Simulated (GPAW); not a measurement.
# NiO (Fm-3m) in GPAW: further runs, part 2 of 2

GPAW 26.7.0. Earlier steps stand in the parts before.

## (4) Band structure, LDA, collinear spin, ferromagnetic start

File run.py:

```python
from ase.dft.bandgap import bandgap
from ase.io import read, write
from ase.units import GPa
from gpaw import GPAW, PW

atoms = read('NiO.cif')
atoms.set_initial_magnetic_moments([1.0, 0.0])

calc = GPAW(mode=PW(800),
            xc='LDA',
            kpts={'size': (8, 8, 8), 'gamma': True},
            occupations={'name': 'fermi-dirac', 'width': 0.05},
            nbands=22,
            convergence={'density': 1e-05, 'energy': 1e-05},
            maxiter=150,
            txt='gpaw.txt')
atoms.calc = calc
energy = atoms.get_potential_energy()
forces = atoms.get_forces()
stress = atoms.get_stress()
calc.write('gs.gpw')
write('result.traj', atoms)
print(f'Energy: {energy:.6f} eV')
print('Forces (eV/A):')
print(forces.round(4))
print('Stress (GPa):', (stress / GPa).round(3))
print('Moments:', calc.get_magnetic_moments().round(3))
print('Fermi level:', round(calc.get_fermi_level(), 4), 'eV')
print(f'Gap: {bandgap(calc)[0]:.4f} eV, direct: {bandgap(calc, direct=True)[0]:.4f} eV')

path = atoms.cell.bandpath('GXWKGLUWLK,UX', npoints=80, eps=1e-4)
bs_calc = calc.fixed_density(kpts=path, symmetry='off', nbands=31,
                             convergence={'bands': 'CBM+6.0', 'eigenstates': 1e-6}, txt='bands.txt')
bs = bs_calc.band_structure()
bs.write('bs.json')
print(f'Gap on the path: {bandgap(bs_calc)[0]:.4f} eV')
```

File NiO.cif:

```cif
data_NiO
_cell_length_a 2.94991039
_cell_length_b 2.94991039
_cell_length_c 2.94991039
_cell_angle_alpha 60.00000000
_cell_angle_beta 60.00000000
_cell_angle_gamma 60.00000000
_space_group_name_H-M_alt 'P1'
_space_group_name_Hall 'P 1'
_space_group_IT_number 1
loop_
_space_group_symop_operation_xyz
'x,y,z'
loop_
_atom_site_label
_atom_site_type_symbol
_atom_site_symmetry_multiplicity
_atom_site_Wyckoff_symbol
_atom_site_fract_x
_atom_site_fract_y
_atom_site_fract_z
_atom_site_occupancy
Ni1 Ni 1 a 0.0000000000 0.0000000000 0.0000000000 1
O1 O 1 a 0.5000000000 0.5000000000 0.5000000000 1
```

Potentials or basis: the program's PAW data sets (release 1.2.1) made for this functional, pw.

Launch:

```
OMP_NUM_THREADS=1 python run.py
```

gpaw.txt:

```text
__  _  _
 | _ |_)|_||  |
 |__||  | ||/\| - 26.7.0

Input parameters:
  mode=PW(ecut=800.0),
  convergence={'density': 1e-05, 'energy': 1e-05},
  kpts=MonkhorstPack(size=(8, 8, 8), gamma=True),
  maxiter=150,
  nbands=22,
  occupations=Occupations(name='fermi-dirac', width=0.05),
  xc=XC(name='LDA')

Diagonalizing LCAO Hamiltonian
Converting LCAO to pw mode

                O

       Ni

Atoms  # Å, Bohr magnetons
|   | symbol |        x |        y |        z |    initial magnetic moments |
|---|--------|----------|----------|----------|-----------------------------|
| 0 |     Ni | 0.000000 | 0.000000 | 0.000000 | ( 0.0000,  0.0000,  1.0000) |
| 1 |      O | 2.949910 | 1.703132 | 1.204296 | ( 0.0000,  0.0000,  0.0000) |

Unit cell  # Å
| periodic |        x |        y |        z |  lengths |    angles |
|----------|----------|----------|----------|----------|-----------|
|      yes | 2.949910 | 0.000000 | 0.000000 | 2.949910 | 60.000000 |
|      yes | 1.474955 | 2.554697 | 0.000000 | 2.949910 | 60.000000 |
|      yes | 1.474955 | 0.851566 | 2.408592 | 2.949910 | 60.000000 |

Number of symmetries: 48
Symmetry operations  # r_c * U_cc + t_c -> r_c
|    | kind |            matrix            |
|----|------|------------------------------|
|  0 |  σ   |  1, 0, 0,  1, 0,-1,  1,-1, 0 |
|  1 |  C2  |  1, 0, 0,  1,-1, 0,  1, 0,-1 |
|  2 |  E   |  1, 0, 0,  0, 1, 0,  0, 0, 1 |
|  3 |  σ   |  1, 0, 0,  0, 0, 1,  0, 1, 0 |
|  4 |  C4  |  1, 0,-1,  1, 0, 0,  1,-1, 0 |
|  5 |  S6  |  1, 0,-1,  1,-1, 0,  1, 0, 0 |
|  6 |  σ   |  1, 0,-1,  0, 1,-1,  0, 0,-1 |
|  7 |  C3  |  1, 0,-1,  0, 0,-1,  0, 1,-1 |
|  8 |  S6  |  1,-1, 0,  1, 0, 0,  1, 0,-1 |
|  9 |  C4  |  1,-1, 0,  1, 0,-1,  1, 0, 0 |
| 10 |  C3  |  1,-1, 0,  0,-1, 1,  0,-1, 0 |
| 11 |  σ   |  1,-1, 0,  0,-1, 0,  0,-1, 1 |
| 12 |  σ   |  0, 1, 0,  1, 0, 0,  0, 0, 1 |
| 13 |  C4  |  0, 1, 0,  0, 1,-1, -1, 1, 0 |
| 14 |  C3  |  0, 1, 0,  0, 0, 1,  1, 0, 0 |
| 15 |  S6  |  0, 1, 0, -1, 1, 0,  0, 1,-1 |
| 16 |  C2  |  0, 1,-1,  1, 0,-1,  0, 0,-1 |
| 17 |  σ   |  0, 1,-1,  0, 1, 0, -1, 1, 0 |
| 18 |  S4  |  0, 1,-1,  0, 0,-1,  1, 0,-1 |
| 19 |  C4  |  0, 1,-1, -1, 1, 0,  0, 1, 0 |
| 20 |  C3  |  0, 0, 1,  1, 0, 0,  0, 1, 0 |
| 21 |  σ   |  0, 0, 1,  0, 1, 0,  1, 0, 0 |
| 22 |  S6  |  0, 0, 1,  0,-1, 1, -1, 0, 1 |
| 23 |  C4  |  0, 0, 1, -1, 0, 1,  0,-1, 1 |
| 24 |  S4  |  0, 0,-1,  1, 0,-1,  0, 1,-1 |
| 25 |  C3  |  0, 0,-1,  0, 1,-1,  1, 0,-1 |
| 26 |  C2  |  0, 0,-1,  0,-1, 0, -1, 0, 0 |
| 27 |  S6  |  0, 0,-1, -1, 0, 0,  0,-1, 0 |
| 28 |  S4  |  0,-1, 1,  1,-1, 0,  0,-1, 0 |
| 29 |  C4  |  0,-1, 1,  0, 0, 1, -1, 0, 1 |
| 30 |  C2  |  0,-1, 1,  0,-1, 0,  1,-1, 0 |
| 31 |  σ   |  0,-1, 1, -1, 0, 1,  0, 0, 1 |
| 32 |  C3  |  0,-1, 0,  1,-1, 0,  0,-1, 1 |
| 33 |  S6  |  0,-1, 0,  0, 0,-1, -1, 0, 0 |
| 34 |  S4  |  0,-1, 0,  0,-1, 1,  1,-1, 0 |
| 35 |  C2  |  0,-1, 0, -1, 0, 0,  0, 0,-1 |
| 36 |  C2  | -1, 1, 0,  0, 1, 0,  0, 1,-1 |
| 37 |  S6  | -1, 1, 0,  0, 1,-1,  0, 1, 0 |
| 38 |  S4  | -1, 1, 0, -1, 0, 1, -1, 0, 0 |
| 39 |  C3  | -1, 1, 0, -1, 0, 0, -1, 0, 1 |
| 40 |  S6  | -1, 0, 1,  0, 0, 1,  0,-1, 1 |
| 41 |  C2  | -1, 0, 1,  0,-1, 1,  0, 0, 1 |
| 42 |  C3  | -1, 0, 1, -1, 1, 0, -1, 0, 0 |
| 43 |  S4  | -1, 0, 1, -1, 0, 0, -1, 1, 0 |
| 44 |  C2  | -1, 0, 0,  0, 0,-1,  0,-1, 0 |
| 45 |  i   | -1, 0, 0,  0,-1, 0,  0, 0,-1 |
| 46 |  σ   | -1, 0, 0, -1, 1, 0, -1, 0, 1 |
| 47 |  C2  | -1, 0, 0, -1, 0, 1, -1, 1, 0 |

BZ-sampling:
  Number of BZ points: 512
  Number of IBZ points: 29

  Monkhorst-Pack size: [8, 8, 8]
  Monkhorst-Pack shift: [0.0625, 0.0625, 0.0625]

K-points  # in reciprocal-cell coordinates
|     |                                coordinates |     weight |
|-----|--------------------------------------------|------------|
|   0 | (  0.00000000,   0.00000000,   0.00000000) | 0.00195312 |
|   1 | (  0.12500000,   0.12500000,   0.00000000) | 0.01171875 |
|   2 | (  0.12500000,   0.12500000,   0.12500000) | 0.01562500 |
|   3 | (  0.25000000,   0.12500000,   0.12500000) | 0.02343750 |
|   4 | (  0.25000000,   0.25000000,   0.00000000) | 0.01171875 |
|   5 | (  0.25000000,   0.25000000,   0.12500000) | 0.04687500 |
|   6 | (  0.25000000,   0.25000000,   0.25000000) | 0.01562500 |
|   7 | (  0.37500000,   0.25000000,  -0.37500000) | 0.04687500 |
|   8 | (  0.37500000,   0.25000000,   0.12500000) | 0.04687500 |
|   9 | (  0.37500000,   0.25000000,   0.25000000) | 0.04687500 |
| ... |                                            |            |
|  28 | (  0.50000000,   0.50000000,   0.50000000) | 0.00781250 |

Plane wave coefficients: 950
Cutoff: 800.0 eV

Spin-components: 2 (collinear spins)
Bands:           22
Projectors:      11
Spin-degeneracy: 1
Datatype:        complex128

Parallelization:
  kpt:    1
  domain: 1
  band:   1

Density:
  Valence electrons: 22.0
  Components: 2
  Grid points: [20 20 20]
  Charge: 0.0  # |e|

Potential:
  Grid points: [20 20 20]

species:
  Ni:
    name:    Nickel
    Z:       28.0
    valence: 16
    core:    12
    charge:  0.0  # [|e|]
    compensation charges:
      type: gauss
      rc: 0.36  # [Å]
      lmax: 2
    cutoffs:
      filter: 2.14  # [Å]
      core: 1.98  # [Å]
    projectors
    | kind |    occ | energy [eV] | rcut [Å] |
    |------|--------|-------------|----------|
    |   4s |  2.000 |      -5.858 |    1.164 |
    |   3p |  6.000 |     -71.266 |    1.207 |
    |   4p |  0.000 |      -1.338 |    1.207 |
    |   3d |  8.000 |      -9.141 |    1.138 |
    |    s |        |      21.353 |    1.164 |
    |    d |        |      18.071 |    1.138 |

    Using partial waves for Ni as LCAO basis

  O:
    name:    Oxygen
    Z:       8.0
    valence: 6
    core:    2
    charge:  0.0  # [|e|]
    compensation charges:
      type: gauss
      rc: 0.21  # [Å]
      lmax: 2
    cutoffs:
      filter: 1.17  # [Å]
      core: 0.83  # [Å]
    projectors
    | kind |    occ | energy [eV] | rcut [Å] |
    |------|--------|-------------|----------|
    |   2s |  2.000 |     -23.752 |    0.688 |
    |   2p |  4.000 |      -9.195 |    0.598 |
    |    s |        |       3.459 |    0.688 |
    |    p |        |      18.016 |    0.598 |
    |    d |        |       0.000 |    0.619 |

    Using partial waves for O as LCAO basis

Reference energy: -43328.503938  # eV

eigensolver:
  PPCG
  Converge bands: occupied
  niter=2

density mixing:
  MSR1-Mixer
  Pratt-step length: 0.05
  Maximum mixing coefficient: 0.75
  Old densities: 10
  SVD Regularization: 0.005
  Good broyden scale: 1.0
  Trust region scale: 1.0
  Backstep threshold: 4.0
  History deletion threshold: 6.0
  Fourier metric: weight=20.0, sigma=0.015

occupation numbers:
  Fermi-Dirac:
    width: 0.0500  # eV

poisson solver:
  ecut: 6400.0  # eV

xc functional:
  name: None

convergence criteria:
- Maximum integral of absolute [dens]ity change: 1e-05 electrons / valence electron
- Maximum [total energy] change in last 3 cyles: 1e-05 eV / valence electron
- Maximum integral of absolute [eigenst]ate change: 4e-08 eV^2 / valence electron
maximum number of iterations: 150

SCF iterations
|iter     | |      energy | eigst |  dens |  magmom |
|---------|-|-------------|-------|-------|---------|
|iter:   1| |  -15.590151 | +0.17 |       |  +1.0003|
|iter:   2| |  -15.491728 | -2.32 | -1.14 |  +0.9899|
|iter:   3| |  -15.233323 | -2.43 | -1.18 |  +0.8342|
|iter:   4| |  -15.276117 | -2.89 | -1.69 |  +0.7953|
|iter:   5| |  -15.207889 | -3.43 | -1.60 |  +0.7710|
|iter:   6| |  -15.209361 | -4.55 | -2.07 |  +0.7264|
|iter:   7| |  -15.209311 | -6.11 | -2.80 |  +0.7217|
|iter:   8| |  -15.209304c| -6.77 | -3.18 |  +0.7164|
|iter:   9| |  -15.209296c| -7.94c| -3.79 |  +0.7152|
|iter:  10| |  -15.209286c| -8.11c| -4.08 |  +0.7138|
|iter:  11| |  -15.209284c| -8.00c| -4.51 |  +0.7135|
|iter:  12| |  -15.209283c| -7.65c| -4.89 |  +0.7134|
|iter:  13| |  -15.209283c| -9.18c| -5.79c|  +0.7134|

Converged in 13 steps
Energy contributions relative to reference atoms: (reference = -43328.503938)

Energy contributions:
  Kinetic:          18.150285
  Coulomb:         -15.674099
  Zero:              0.211630
  External:          0.000000
  Xc:              -17.890696
  Entropy:          -0.012807
  Spinorbit:         0.000000
  ----------------------------
  Free energy:     -15.215687
  Extrapolated:    -15.209283

dipole moment: (-11.879489, -6.858626, -4.849781)  # |e|*Ang

Total magnetic moment: (0.000000, 0.000000, 0.713383)

Local magnetic moments
|        x |        y |        z |
|----------|----------|----------|
| 0.000000 | 0.000000 | 0.600126 |  # Ni   0
| 0.000000 | 0.000000 | 0.079053 |  # O    1

Fermi level: 7.609
Eigenvalues  # (at kpt = [0.000, 0.000, 0.000])
| band index |      eig [eV] | occ [0-1] |      eig [eV] | occ [0-1] |
|------------|---------------|-----------|---------------|-----------|
|          0 |       -55.794 |     1.000 |       -55.113 |     1.000 |
|        ... |               |           |               |           |
|          4 |         4.360 |     1.000 |         4.552 |     1.000 |
|          5 |         4.360 |     1.000 |         4.552 |     1.000 |
|          6 |         4.360 |     1.000 |         4.552 |     1.000 |
|          7 |         5.550 |     1.000 |         5.960 |     1.000 |
|          8 |         5.550 |     1.000 |         5.961 |     1.000 |
|          9 |         5.550 |     1.000 |         5.963 |     1.000 |
[... 8 lines left out ...]
|         18 |        29.565 |     0.000 |        29.751 |     0.000 |
|         19 |        29.565 |     0.000 |        29.751 |     0.000 |
|        ... |               |           |               |           |
|         21 |        33.341 |     0.000 |        33.591 |     0.000 |

No gap
No difference between direct/indirect transitions

Forces  # eV/Ang
|       x |       y |        z |
|---------|---------|----------|
| 0.00000 | 0.00000 | -0.00000 |  # Ni   0
| 0.00000 | 0.00000 | -0.00000 |  # O    1

Stress tensor  # eV/Ang^3
|         x |         y |         z |
|-----------|-----------|-----------|
|  0.097624 | -0.000000 | -0.000000 |
| -0.000000 |  0.097624 | -0.000000 |
| -0.000000 | -0.000000 |  0.097624 |

# Writing to gs.gpw (mode='')
```

Wall time 29 s (1 thread of Intel Xeon 6975P-C (Granite Rapids), shared host); peak memory 0.28 GiB.

What came out:

| Quantity | Value |
| --- | --- |
| Free energy | -15.2157 eV |
| Pressure | -15.6 GPa |
| Band gap along the path | none (metal or under the smearing width) |
| Net moment | 0.71 μB per cell |
| Site moments | Ni +0.60; O +0.08 μB |

Levels at the corners of the path, in eV from the Fermi level:
Spin up:
```tsv
point	band 8	band 9	band 10	band 11	band 12	band 13
Γ	-2.06	-2.06	-2.06	-2.05	-2.05	1.49
X	-3.06	-1.65	-1.06	-0.92	-0.92	6.04
W	-1.34	-1.34	-1.21	-0.92	-0.34	8.35
K	-1.97	-1.06	-0.87	-0.87	-0.32	7.66
Γ	-2.06	-2.06	-2.06	-2.05	-2.05	1.49
L	-1.22	-1.22	-0.81	1.01	1.01	5.42
U	-1.97	-1.06	-0.87	-0.87	-0.32	7.66
W	-1.34	-1.34	-1.21	-0.92	-0.34	8.35
L	-1.22	-1.22	-0.81	1.01	1.01	5.42
K	-1.97	-1.06	-0.87	-0.87	-0.32	7.66
U	-1.97	-1.06	-0.87	-0.87	-0.32	7.66
X	-3.06	-1.65	-1.06	-0.92	-0.92	6.04
```
Spin down:
| point | band 8 | band 9 | band 10 | band 11 | band 12 | band 13 |
| --- | --- | --- | --- | --- | --- | --- |
| Γ | -1.65 | -1.65 | -1.65 | -1.25 | -1.24 | 1.63 |
| X | -2.71 | -0.81 | -0.46 | -0.45 | -0.23 | 6.21 |
| W | -0.93 | -0.93 | -0.45 | -0.37 | 0.41 | 8.55 |
| K | -1.56 | -0.60 | -0.42 | -0.08 | 0.42 | 7.84 |
| Γ | -1.65 | -1.65 | -1.65 | -1.25 | -1.24 | 1.63 |
| L | -0.74 | -0.74 | -0.38 | 1.68 | 1.68 | 5.51 |
| U | -1.56 | -0.60 | -0.42 | -0.08 | 0.42 | 7.84 |
| W | -0.93 | -0.93 | -0.45 | -0.37 | 0.41 | 8.55 |
| L | -0.74 | -0.74 | -0.38 | 1.68 | 1.68 | 5.51 |
| K | -1.56 | -0.60 | -0.42 | -0.08 | 0.42 | 7.84 |
| U | -1.56 | -0.60 | -0.42 | -0.08 | 0.42 | 7.84 |
| X | -2.71 | -0.81 | -0.46 | -0.45 | -0.23 | 6.21 |

Caveat: the stock nickel data set gives pressures a few GPa off other programs; so large a pressure means that the cell lies far from this level's equilibrium, or that cutoff or potentials fall short; a cell with one magnetic atom can't hold antiferromagnetic order, which such compounds often take; semilocal functionals often make such compounds metallic where correlation or magnetic order opens a gap, which also shifts bond lengths.

## (5) Comparison with measurements

Step 4. Measured gap of NiO: 4.3 eV (quoted in “Local correlations, non-local screening, multiplets, and band formation in NiO”, 2012, arxiv:1210.6675). This calculation gives 0.00 eV (-4.30 eV). So large a miss can be the level of theory's own, or it may mean another phase, state or a wrong row. The value is that of LDA, without temperature or zero-point motion. Semilocal functionals fall short of measured gaps as a rule. The run's magnetic order (collinear spin, ferromagnetic start) needn't be the measured crystal's.
